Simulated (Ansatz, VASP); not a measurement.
**KBr in VASP and in Ansatz**

```xyz
2
Lattice="0.0000 3.2779 3.2779 3.2779 0.0000 3.2779 3.2779 3.2779 0.0000" Properties=species:S:1:pos:R:3 pbc="T T T"
Br    3.2779    3.2779    3.2779
K     0.0000    0.0000    0.0000
```

Change from the starting cell: volume scaled by 0.98.

Alike in both runs: task single point; functional PBE; k mesh 7 × 7 × 7; occupations fermi-dirac, width 0.05 eV; no spin polarisation.

```csv
,VASP,Ansatz
version,VASP 6.6.1,Ansatz 0.2.0
potentials or method,"VASP PAW PBE potentials, release 64 (Br, K_sv)",Ansatz PAW
plane-wave cutoff (eV),520,420
valence electrons in the cell,16,16
```

```csv
,VASP,Ansatz,Ansatz less VASP
gap on the k mesh at the Fermi level (eV),4.49,4.49,+0.002
least direct gap on the mesh (eV),4.49,4.49,+0.002
pressure (GPa),1.1,1.1,-0.04
```

Caveats: odd divisions of the mesh miss points on the zone boundary, where band edges often lie, so the gap on the mesh can be too wide (Ansatz).
